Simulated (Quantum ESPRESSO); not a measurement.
Ge under changes of volume

One of the cells (18.524 Å³/atom); the others are scaled copies at fixed shape and fractional positions:

```
Ge
1.0
    -2.57449    2.57449    1.39741
     2.57449   -2.57449    1.39741
     2.57449    2.57449   -1.39741
Ge
2
Cartesian
  0.0000 0.0000 1.3974
  2.5745 0.0000 0.6987
```

This isn't the form of Ge at room conditions, which is diamond.

| Property | Result |
| --- | --- |
| Program | Quantum ESPRESSO 7.5 |
| Functional | PBEsol |
| Potentials or basis | GBRV 1.5 PBEsol |
| Cutoff | 612 eV |
| Density cutoff | 4898 eV |
| k mesh | 11 × 11 × 11 |
| Occupations | fermi-dirac, width 0.05 eV |
| Spin | no spin polarisation |

```tsv
volume (Å³/atom)	energy over the lowest point (meV/atom)	pressure (GPa)
17.413	12.97	4.5
17.783	4.49	2.5
18.154	?	?
18.524	0.00	-0.8
18.895	3.17	-2.3
19.265	9.49	-3.5
19.636	18.66	-4.7
```

Problem. What does the run at 18.154 Å³/atom give?

Solution. Energy over the lowest point 0.32 meV/atom; pressure 0.8 GPa.

Worked out: A Birch-Murnaghan fit of order 3 (a polynomial in V^(-2/3)) to the other rows has its minimum at 18.37 Å³/atom with B0 = V·E''(V) = 78 GPa and B' = 4.2 at fixed shape and positions, which overstates the stiffness. It gives 0.30 meV/atom at 18.154 Å³/atom, against the run's 0.32, and -dE/dV = 0.9 GPa, against 0.8.

Energies are extrapolated to zero smearing.
